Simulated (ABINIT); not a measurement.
Input of an ABINIT 10.8.3 (patched build) run:

run.abi

```
pp_dirpath "./"
pseudos "Ti.GGA_PBE-JTH.xml"

structure "poscar:POSCAR"
natom 3

ecut 15.0
pawecutdg 30.0

kptopt 1
ngkpt 7 7 9
nshiftk 1
shiftk 0.0 0.0 0.0

ixc 11

nband 22
occopt 3
tsmear 0.05 eV

nstep 100
tolvrs 1.0e-9

iomode 3
prtwf 0
prteig 0
prtebands 0
enunit 2
prtden 1
prtvha 1
prtvclmb 1
prtpot 1
```

The input POSCAR:

```
Ti
1.0
    4.5673748306      0.0000000000      0.0000000000
   -2.2836874153      3.9554626319      0.0000000000
    0.0000000000      0.0000000000      2.8262442700
Ti
3
Direct
    0.6666666667      0.3333333333      0.5000000000  Ti
    0.3333333333      0.6666666667      0.5000000000  Ti
    0.0000000000      0.0000000000      0.0000000000  Ti
```

Potentials or basis: JTH PAW PBE v2.0.

The run is started by

```sh
$ abinit run.abi > log 2>&1
```

Problem. Predict the band gap on the k mesh.

Solution. None (metal or under the smearing width).

Problem. Predict the pressure.

Solution. 1.0 GPa.

Stress tensor (GPa, compression positive):
```
1.07 0.00 0.00
0.00 1.07 0.00
0.00 0.00 0.93
```
